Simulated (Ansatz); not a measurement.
# CuO: the cost of one run

Computed with Ansatz 0.2.0 (DFT r2SCAN+U, PAW, plane waves, scalar-relativistic; U − J = 4 eV on Cu d, unless a step's input says otherwise).

### 1 Starting point

Symmetry: C2/c, No. 15, monoclinic system. The conventional cell has a = 4.670 Å, b = 3.430 Å, c = 5.120 Å, α = 90.00°, β = 99.53°, γ = 90.00°. Cu (site symmetry -1) is surrounded by 4 O at 1.95 to 1.96 Å. O (site symmetry 2) is surrounded by 4 Cu at 1.95 to 1.96 Å.

Coordinates:

```xyz
4
Lattice="2.3350 -1.7150 0.0000 2.3350 1.7150 0.0000 -0.8477 0.0000 5.0493" Properties=species:S:1:pos:R:3 pbc="T T T"
Cu    1.1675    0.8575    0.0000
Cu    0.7437   -0.8575    2.5247
O     2.1231   -0.2744    1.2623
O     1.6992    0.2744    3.7870
```

Atoms are counted from 1 in the order of input.yaml (O4 and so on).

Known so far: 8 plain starts ended in 3 states. The lowest came from “opposed moments +-, plain SCF [Cu1 1.00, Cu2 -1.00 μB]”: antiferromagnetic, site moments Cu1 0.65, Cu2 -0.65 μB, total 0.00 μB per cell, a gap of 1.18 eV on the k-mesh, free energy -14396.0751 eV.

Runs to come: parallel moments, default search for lower states; opposed moments +-, default search for lower states; whole orbital fillings typed, symmetry off, plain SCF; the moments typed in its input, standard search for lower states; the moments typed in its input, symmetry off, default search.

“Plain SCF” means no search for lower states. The default search runs further SCF cycles only where the state itself hints at a lower one. The standard and full searches may also try other magnetic orders and fillings, and need not reach the lowest state. With a search on, the program may also reshape the start on open shells. Ends within 0.2 meV/atom and 0.1 μB count as one state.

Moments by site are taken inside atomic spheres; the rest lies between them.

### 2 Parallel moments, default search for lower states

Contents of input.yaml:

```yaml
crystal:
  lattice:
    - [2.335, -1.715, 0.0]
    - [2.335, 1.715, 0.0]
    - [-0.84769, 0.0, 5.04934]
  atoms:
    - { symbol: Cu, position: [0.0, 0.5, 0.0], spin: 1.0 }
    - { symbol: Cu, position: [0.5, 0.0, 0.5], spin: 1.0 }
    - { symbol: O, position: [0.58, 0.42, 0.25] }
    - { symbol: O, position: [0.42, 0.58, 0.75] }
magnetization:
  spin_polarized: true
hamiltonian:
  xc: r2scan
  pseudopotentials: { kind: paw }
  hubbard: { sites: [{ species: Cu, l: d, u_eff: 4.0 }] }
basis:
  ecutwfc: 500
kpoints:
  mp_grid: { grid: [8, 8, 4] }
scf:
  occupations: { method: fermi_dirac, width: 0.05 }
output:
  forces: true
  stress: true
```

**Question.** How long does this run take on 2 threads of an Arm CPU, shared host, and how much memory does it need?

About 34 s, with a peak of 0.64 GiB.
